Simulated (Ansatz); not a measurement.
# CaO: energy and pressure over a range of volumes

One table from this session's results is given with a row withheld; the runs are named, their logs left out.

The COD cell was measured well above room temperature, so it is larger than a cold one.

Computed with Ansatz 0.2.0 (DFT PBE, scalar-relativistic, unless a step's input says otherwise).

## The starting structure

The structure is cubic, space group Fm-3m (No. 225). The conventional cell has a = 4.898 Å, b = 4.898 Å, c = 4.898 Å, α = 90.00°, β = 90.00°, γ = 90.00°. Ca (site symmetry m-3m) is surrounded by 6 O at 2.45 Å. O (site symmetry m-3m) is surrounded by 6 Ca at 2.45 Å.

Coordinates:

```cif
data_structure
_symmetry_space_group_name_H-M 'Fm-3m'
_symmetry_Int_Tables_number 225
_cell_length_a 4.8980
_cell_length_b 4.8980
_cell_length_c 4.8980
_cell_angle_alpha 90.000
_cell_angle_beta 90.000
_cell_angle_gamma 90.000
_cell_volume 117.50
loop_
_atom_site_label
_atom_site_type_symbol
_atom_site_symmetry_multiplicity
_atom_site_Wyckoff_symbol
_atom_site_fract_x
_atom_site_fract_y
_atom_site_fract_z
_atom_site_occupancy
Ca1 Ca 4 a 0.00000 0.00000 0.00000 1
O1 O 4 b 0.50000 0.00000 0.00000 1
```

The file gives the conventional cell by its symmetry; the runs use the cell typed in the input.

Structure: COD 9006719, as refined from experiment and not relaxed.

Atoms are numbered in the order of the input: Ca1, O2.

Set-up of the first run:

File input.yaml:

```yaml
crystal:
  lattice:
    - [0.0, 2.3994316606, 2.3994316606]
    - [2.3994316606, 0.0, 2.3994316606]
    - [2.3994316606, 2.3994316606, 0.0]
  atoms:
    - { symbol: Ca, position: [0.0, 0.0, 0.0] }
    - { symbol: O, position: [0.5, 0.5, 0.5] }
kpoints:
  mp_grid: { grid: [11, 11, 11] }
scf:
  occupations: { method: fermi_dirac, width: 0.02 }
hamiltonian:
  xc: pbe
  pseudopotentials: { kind: all_electron, lapw: { basis_error: 0.0005 } }
output:
  forces: true
  stress: true
  eigenvalues: true
```

Steps of the session up to this table: Volume × 0.9405, LAPW; Volume × 0.9405, PAW; Volume × 0.9405, crystal datasets; Volume × 0.97, LAPW; Volume × 0.97, PAW; Volume × 1.03, LAPW; Volume × 1.03, PAW; Volume × 1.06, LAPW; Volume × 1.06, PAW; Volume × 1.06, crystal datasets.

One of the session's tables, all rows but one given; the rest of the session is left out.

It belongs to the step «The equation of state». 

```
          method  volume (Å³/atom)  pressure (GPa)  gap on the k mesh (eV)
            LAPW            13.814            2.19                    3.69
            LAPW            14.247               ?                       ?
            LAPW            14.688           -3.99                    3.69
            LAPW            15.129           -6.41                    3.69
            LAPW            15.569           -8.46                    3.68
             PAW            13.814            2.19                    3.69
             PAW            14.247           -1.13                    3.70
             PAW            14.688           -3.99                    3.70
             PAW            15.129           -6.42                    3.69
             PAW            15.569           -8.47                    3.69
crystal datasets            13.814            2.19                    3.69
crystal datasets            14.688           -3.99                    3.69
crystal datasets            15.569           -8.46                    3.68
```

Q: Estimate the row for LAPW, 14.247 from the others.

As computed: pressure (GPa): -1.13; gap on the k mesh (eV): 3.69.

Limits of these values: Warnings in the runs' records: crystal datasets made.
